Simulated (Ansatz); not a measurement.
C: opening a crack plane

C, R-3m, a = 2.491 Å, c = 30.762 Å. Ansatz: LDA, PAW, 420 eV, Γ-centred 10×10×3 mesh on 10 atoms, Gaussian smearing 0.05 eV; no spin polarisation. One cut on (001) per cell of 10 atoms is opened rigidly by x, between planes of C and C that stand 1.53 Å apart; y is the energy per area (5.375 Å², 1 eV/Å² = 16.02 J/m²).

| x (Å) | y (J/m²) |
| --- | --- |
| 0.00 | 0.000 |
| 0.25 | 1.547 |
| 0.50 | 4.287 |
| 0.75 | ? |
| 1.00 | 9.286 |
| 1.50 | 12.632 |
| 2.00 | 14.585 |
| 3.00 | 16.048 |
| 6.00 | 16.285 |

Q: Fit the universal binding curve y = W[1 − (1 + x/l) e^(−x/l)] to the other rows, give the peak stress, and predict the missing value.

A: Least squares gives W = 16.3 J/m² and l = 0.519 Å. The stress dy/dx peaks at x = l with W/(e l) = 115.5 GPa, for rigid faces. At x = 0.75: x/l = 1.445, y = 6.905 J/m². The run gave 6.976 J/m², so the fit is 0.071 J/m² too low, within the rms miss on the fitted rows (0.121 J/m²).

Cost: 11 runs of about 2.1 core-minutes in all, on Intel Xeon Platinum 8259CL (Skylake/Cascade Lake) (shared hosts).